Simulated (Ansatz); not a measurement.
## Crystal structures of yttrium under PBE

All numbers below come from Ansatz 0.2.0, DFT, PBE, plane waves (420 eV) with PAW, scalar-relativistic.

Each structure is relaxed within its own symmetry, so a high-lying one may be dynamically unstable.

| structure | ΔE (meV/atom) | V (Å³/atom) | cell | magnetic state |
| --- | --- | --- | --- | --- |
| hcp | 0 | 32.94 | a = 3.654 Å, c = 5.699 Å (c/a = 1.560) | spin not included |
| dhcp | 10 | 32.62 | a = 3.608 Å, c = 11.577 Å (c/a = 3.209) | spin not included |
| fcc | 27 | 32.44 | a = 5.063 Å | non-magnetic |
| omega (AlB2-type) | 64 | 32.55 | a = 5.652 Å, c = 3.529 Å (c/a = 0.624) | spin not included |
| bcc | 123 | 33.10 | a = 4.046 Å | spin not included |
| A15 | 256 | 33.92 | a = 6.474 Å | spin not included |
| simple cubic | 781 | 35.08 | a = 3.273 Å | ferromagnetic, net 0.76 μB per atom |
| diamond | 1984 | 43.80 | a = 7.050 Å | non-magnetic |

ΔE counts from hcp.

Differences under about 8 meV lie within the error of the k-point mesh.
